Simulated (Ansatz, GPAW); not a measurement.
# Te2Mo with PBE in single-zeta orbitals from a Python script

These are simulated results from GPAW 26.7.0, not measurements. The cell was built from a prototype and was relaxed with r2SCAN in plane waves (Ansatz 0.2.0). It may be hypothetical. It is a single sheet, repeated along a and b, with vacuum along c. All runs are without spin polarisation.

In-plane lattice: a = 3.530 Å, b = 3.530 Å, γ = 120.0°; thickness between the outer nuclei 3.66 Å. Mo is surrounded by 6 Te at 2.74 Å; Te is surrounded by 3 Mo at 2.74 Å.

The basis is minimal: single zeta, one radial function for each shell that the log's basis lists. It describes the filled bands fairly and the empty ones poorly.

Input script:

```python
import json
from ase import Atoms
from gpaw import GPAW, PW, FermiDirac

atoms = Atoms(['Mo', 'Te', 'Te'],
              cell=[[3.53049648, 0.0, 0.0], [-1.76524824, 3.05749964, 0.0], [0.0, 0.0, 30.99777958]],
              scaled_positions=[[0.0, 0.0, 0.290343377], [0.333333333, 0.666666667, 0.349306], [0.666666667, 0.333333333, 0.231380754]],
              pbc=True)
calc = GPAW(mode='lcao', basis='sz(dzp)', h=0.2, xc='PBE', kpts={'size': (6, 6, 1), 'gamma': True},
            occupations=FermiDirac(0.02), maxiter=100, legacy_gpaw=True, txt='gpaw.txt')
atoms.calc = calc
res = {'energy': atoms.get_potential_energy(force_consistent=True)}
res['electrons'] = calc.get_number_of_electrons()
res['k'] = calc.get_ibz_k_points().tolist()
res['levels'] = [calc.get_eigenvalues(kpt=i).tolist() for i in range(len(res['k']))]
points = [[0.0, 0.0, 0.0], [0.5, 0.0, 0.0], [0.333333, 0.333333, 0.0], [0.25, 0.25, 0.0]]
bands = calc.fixed_density(kpts=points, symmetry='off', txt='bands.txt')
res['points'] = [bands.get_eigenvalues(kpt=i).tolist() for i in range(len(points))]
json.dump(res, open('results.json', 'w'))
print('free energy (eV):', round(res['energy'], 5))
```

Command: `python run.py`. It took 9.6 s on 1 thread of Arm Neoverse V1 (shared host), peak memory 0.24 GiB.

The log gpaw.txt, trimmed of paths, versions and times, then the last line on the terminal. An iter line gives the energy in eV and the logarithms of the changes of orbitals (plane waves alone) and density (c: converged):

```
___ ___ ___ _ _ _
 |   |   |_  | | | |

 | | | | | . | | | |

 |__ |  _|___|_____|  26.7.0
 |___|_|

Input parameters:
  basis: sz(dzp)
  h: 0.2
  kpts: {gamma: True,
         size: (6, 6, 1)}
  maxiter: 100
  mode: lcao
  occupations: {fixmagmom: False,
                name: fermi-dirac,
                width: 0.02}
  xc: PBE

System changes: positions, numbers, cell, pbc, initial_charges, initial_magmoms

Initialize ...

species:
  Mo:
    name:    Molybdenum
    Z:       42.0
    valence: 14
    core:    28
    charge:  0.0  # [|e|]
    compensation charges:
      type: gauss
      rc: 0.38  # [Å]
      lmax: 2
    cutoffs:
      filter: 2.16  # [Å]
      core: 1.42  # [Å]
    projectors
    | kind |    occ | energy [eV] | rcut [Å] |

    |------|--------|-------------|----------|

    |   4s |  2.000 |     -64.307 |    1.238 |

    |   5s |  1.000 |      -4.084 |    1.238 |

    |   4p |  6.000 |     -38.491 |    1.296 |

    |   5p |  0.000 |      -1.044 |    1.296 |

    |   4d |  5.000 |      -3.754 |    1.296 |

    |    d |        |      23.458 |    1.296 |

    LCAO basis set for Mo:
      Name: sz(dzp)
      Number of radial functions: 5
      Number of spherical harmonics: 13
        l=0, rc=3.5469 Bohr: 4s-sz confined orbital
        l=0, rc=10.0469 Bohr: 5s-sz confined orbital
        l=1, rc=4.0781 Bohr: 4p-sz confined orbital
        l=1, rc=14.0938 Bohr: 5p-sz confined orbital
        l=2, rc=7.2031 Bohr: 4d-sz confined orbital
      Number of RI-basis functions 0

  Te:
    name:    Tellurium
    Z:       52.0
    valence: 6
    core:    46
    charge:  0.0  # [|e|]
    compensation charges:
      type: gauss
      rc: 0.36  # [Å]
      lmax: 2
    cutoffs:
      filter: 2.09  # [Å]
      core: 3.17  # [Å]
    projectors
    | kind |    occ | energy [eV] | rcut [Å] |

    |------|--------|-------------|----------|

    |   5s |  2.000 |     -15.089 |    1.180 |

    |   5p |  4.000 |      -5.955 |    1.196 |

    |    s |        |      12.123 |    1.180 |

    |    p |        |      21.256 |    1.196 |

    |    d |        |       0.000 |    1.238 |

    LCAO basis set for Te:
      Name: sz(dzp)
      Number of radial functions: 2
      Number of spherical harmonics: 4
        l=0, rc=6.2500 Bohr: 5s-sz confined orbital
        l=1, rc=8.0156 Bohr: 5p-sz confined orbital
      Number of RI-basis functions 0

Reference energy: -479715.439499  # eV

Spin-paired calculation

Convergence criteria:
 Maximum [total energy] change in last 3 cyles: 0.0005 eV / valence electron
 Maximum integral of absolute [dens]ity change: 0.0001 electrons / valence electron
 Maximum integral of absolute [eigenst]ate change: 4e-08 eV^2 / valence electron
 Maximum number of scf [iter]ations: 100
 (Square brackets indicate name in SCF output, whereas a 'c' in
 the SCF output indicates the quantity has converged.)

Symmetries present (total): 6

  ( 1  1  0)  ( 1  0  0)  ( 0  1  0)  ( 0 -1  0)  (-1  0  0)  (-1 -1  0)
  ( 0 -1  0)  ( 0  1  0)  (-1 -1  0)  (-1  0  0)  ( 1  1  0)  ( 1  0  0)
  ( 0  0  1)  ( 0  0  1)  ( 0  0  1)  ( 0  0  1)  ( 0  0  1)  ( 0  0  1)

36 k-points: 6 x 6 x 1 Monkhorst-Pack grid + [1/12,1/12,0.000000]
7 k-points in the irreducible part of the Brillouin zone
       k-points in crystal coordinates                weights
   0:     0.00000000    0.00000000    0.00000000          1/36
   1:     0.16666667    0.00000000    0.00000000          6/36
   2:     0.33333333   -0.16666667    0.00000000          6/36
   3:     0.33333333    0.00000000    0.00000000          6/36
   4:     0.33333333    0.33333333    0.00000000          2/36
   5:     0.50000000    0.33333333    0.00000000         12/36
   6:     0.50000000    0.50000000    0.00000000          3/36

Wave functions: LCAO
  Diagonalizer: Serial LAPACK
  Atomic Correction: dense with blas
  Data-type: complex

Occupation numbers: Fermi-Dirac:
  width: 0.0200  # eV

Eigensolver
   LCAO using direct dense diagonalizer

Densities:
  Coarse grid: 16*16*156 grid
  Fine grid: 32*32*312 grid
  Total Charge: 0.000000

Density mixing:
  Method: separate
  Backend: msr1
  Linear mixing parameter: 0.05
  old densities: 10
  Width of damping distribution: 1.1
  Damping of long wavelength oscillations: 20

Hamiltonian:
  XC and Coulomb potentials evaluated on a 32*32*312 grid
  Using the PBE Exchange-Correlation functional
  Interpolation: tri-quintic (5. degree polynomial)
  Poisson solver: FastPoissonSolver using
    Stencil: 8*3+1=25 point O(h^6) finite-difference Laplacian
    FFT axes: [np.int64(0), np.int64(1), np.int64(2)]
    FST axes: []

XC parameters: PBE with 2 nearest neighbor stencil

Memory estimate:
  Process memory now: 145.62 MiB
  Calculator: 42.13 MiB
    Density: 27.40 MiB
      Arrays: 7.92 MiB
      Localized functions: 13.38 MiB
      Mixer: 6.09 MiB
    Hamiltonian: 6.04 MiB
      Arrays: 5.18 MiB
      XC: 0.00 MiB
      Poisson: 0.00 MiB
      vbar: 0.86 MiB
    Wavefunctions: 8.68 MiB
      C [qnM]: 0.04 MiB
      S, T [2 x qmm]: 0.09 MiB
      P [aqMi]: 0.01 MiB
      BasisFunctions: 8.54 MiB
      Eigensolver: 0.00 MiB

Total number of cores used: 1

Number of atoms: 3
Number of atomic orbitals: 21
Number of bands in calculation: 20
Number of valence electrons: 26
Bands to converge: occupied
Positions:
   0 Mo     0.000000    0.000000    9.000000    ( 0.0000,  0.0000,  0.0000)
   1 Te    -0.000000    2.038333   10.827710    ( 0.0000,  0.0000,  0.0000)
   2 Te     1.765248    1.019167    7.172290    ( 0.0000,  0.0000,  0.0000)

Unit cell:
           periodic     x           y           z      points  spacing
  1. axis:    yes    3.530496    0.000000    0.000000    16     0.1911
  2. axis:    yes   -1.765248    3.057500    0.000000    16     0.1911
  3. axis:    yes    0.000000    0.000000   30.997780   156     0.1987

  Lengths:   3.530496   3.530496  30.997780
  Angles:   90.000000  90.000000 120.000000

Effective grid spacing dv^(1/3) = 0.2031

iter:   1   -15.842174        c
iter:   2   -15.798234        c -1.30
iter:   3   -16.295474        c -1.31
iter:   4   -15.574729        c -1.22
iter:   5   -15.526961        c -1.71
iter:   6   -15.525725        c -2.44
iter:   7   -15.525326c       c -3.01
iter:   8   -15.525315c       c -3.47
iter:   9   -15.525318c       c -3.62
iter:  10   -15.525316c       c -4.42c

Converged after 10 iterations.

Energy contributions relative to reference atoms: (reference = -479715.439499)

Kinetic:        +16.279097
Potential:      -16.939072
External:        +0.000000
XC:             -14.969426
Entropy (-ST):   -0.003667
Local:           +0.105919
SIC:             +0.000000
--------------------------
Free energy:    -15.527149
Extrapolated:   -15.525316

Showing only first 2 kpts
 Kpt  Band  Eigenvalues  Occupancy
  0    11     -2.30412    2.00000
  0    12     -2.30343    2.00000
  0    13     -0.28530    0.00000
  0    14     -0.28514    0.00000

  1    11     -2.72857    2.00000
  1    12     -2.51238    2.00000
  1    13     -0.94541    0.00001
  1    14     -0.23307    0.00000

Fermi level: -1.19543

No gap
No difference between direct/indirect transitions

free energy (eV): -15.52715
```

The gap in the log is over the mesh alone; results.json adds the listed points. PBE in single-zeta orbitals gives no gap (an overlap of 0.15 eV at the points read). On the same cell, plane-wave PBE (Ansatz, 12×12×1 k points and the special points) gives no gap (an overlap of 0.18 eV at the points read) and r2SCAN no gap (an overlap of 0.18 eV at the points read); on shared hosts these took about 13 and 36 core-seconds on the 3-atom cell, against 9.6 for the script. Spin-orbit coupling, left out in all these runs, can cut or reorder the gap by tenths of an eV, up to about 1 eV with Pb or Bi.

No spin-orbit coupling is included; it can move band edges with weight on the heavy atoms by tenths of an eV.
